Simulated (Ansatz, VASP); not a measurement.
# One calculation of Sn, two programs

```
CELL_PARAMETERS angstrom
-1.92226 1.92226 1.92226
1.92226 -1.92226 1.92226
1.92226 1.92226 -1.92226
ATOMIC_POSITIONS crystal
Sn 0.00000 0.00000 0.00000
```

Alike in both runs: task single point; functional RPBE; k mesh 13 × 13 × 13; occupations fermi-dirac, width 0.1 eV; no spin polarisation.

```csv
,VASP,Ansatz
version,VASP 6.6.1,Ansatz 0.2.0
potentials or method,"VASP PAW PBE potentials, release 64 (Sn_d)","plane waves (420 eV) with PAW, scalar-relativistic"
plane-wave cutoff (eV),520,420
valence electrons in the cell,14,14
```

Ansatz gave:

| Property | Result |
| --- | --- |
| pressure (GPa) | 0.3 |

Q: Estimate VASP's values.

A: Pressure (GPa): 0.2.

With one functional, cell and mesh, what is left measures potentials, basis and numerics.

Caveats: the PAW data sets were made with another functional, which shifts forces and pressure a little (VASP).
